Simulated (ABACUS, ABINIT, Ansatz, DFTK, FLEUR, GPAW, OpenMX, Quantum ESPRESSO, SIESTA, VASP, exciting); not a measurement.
**Pb: programs and potentials compared**

```
CELL_PARAMETERS angstrom
-0.00696 2.46968 2.44843
2.44759 -0.02698 2.46845
2.45382 2.49594 -0.03322
ATOMIC_POSITIONS crystal
Pb 0.98764 0.00709 0.01656
```

The given cell was strained at random by a few per cent at fixed volume.

Alike in all runs: task single point; functional PBE; k mesh 9 × 9 × 9; occupations fermi-dirac, width 0.05 eV; no spin polarisation; no spin-orbit coupling. Pressure is positive in compression and, in plane waves, holds the error of the finite cutoff, which Ansatz's Pulay term estimates and takes out.

```csv
program and potentials,plane-wave cutoff (eV),notes,pressure (GPa),energy over the undisturbed cell (meV/atom)
"VASP, PBE PAW files Pb_d, 520 eV",520,-,2.23,-
"GPAW, GPAW PAW data sets (gpaw-data 1.2.1)",600,-,2.03,1.97
"exciting, all-electron LAPW+lo, shipped species files, valence relativity iora*",-,-,-,2.19
"SIESTA, files PseudoDojo sr-pbe-0.4.1-standard, DZP (energy shift 0.003 Ry; two zetas on semicore shells)",-,atomic basis,2.83,2.06
"Quantum ESPRESSO, SSSP 1.3 efficiency PBE",748,-,2.16,1.99
"OpenMX, OpenMX 2013 PBE set, Pb8.0-s3p2d2f1, grid cutoff 260 Ry",-,atomic basis,2.98,-
"ABINIT, JTH PAW PBE v2.0",599,-,2.37,1.98
"FLEUR, all-electron, FLAPW",-,-,-,2.01
"Ansatz, all-electron LAPW, scalar-relativistic",-,-,2.30,-
"ABACUS, PseudoDojo NC SR 0.4.1 PBE standard, plane waves",857,-,2.24,2.01
"Ansatz, Ansatz PAW (earlier soft set)",420,Pulay term of +0.03 GPa included,2.30,2.02
"DFTK, PseudoDojo SR PBE 0.4.1 standard (PBE)",925,-,2.29,2.01
```

The pressure spans 2.03 (GPAW, GPAW PAW data sets (gpaw-data 1.2.1)) to 2.98 GPa (OpenMX, OpenMX 2013 PBE set, Pb8.0-s3p2d2f1, grid cutoff 260 Ry), with all-electron results at 2.30. Rows in atomic bases carry the error of their basis and grid, which can be large.

The functional is the same throughout but for its coding, so the spread measures potentials, basis and numerics; runs on potential files found faulty are left out.

The compressive pressure in every row that reports one is physically expected: the cell is close to lead's experimental volume, whereas PBE favours a larger one. The distortion costs only about 2 meV/atom, in keeping with the low shear stiffness of a soft metal bound mainly by broad 6p bands, with the 6s pair lying deep.

The codes agree better on this energy than on the pressure. SIESTA shows the contrast most clearly, with 2.83 GPa but an unremarkable 2.06 meV/atom. At fixed volume, much of the core and basis error cancels between the two cells, while the pressure retains any error that varies with volume. The exception is exciting at 2.19 meV/atom, against 2.01 from FLEUR, also all-electron; its treatment of valence relativity is one possible cause, alongside basis and numerical settings.

Close agreement here doesn't establish accuracy for real lead, since spin-orbit coupling splits the 6p states appreciably and could shift both quantities in all codes alike.
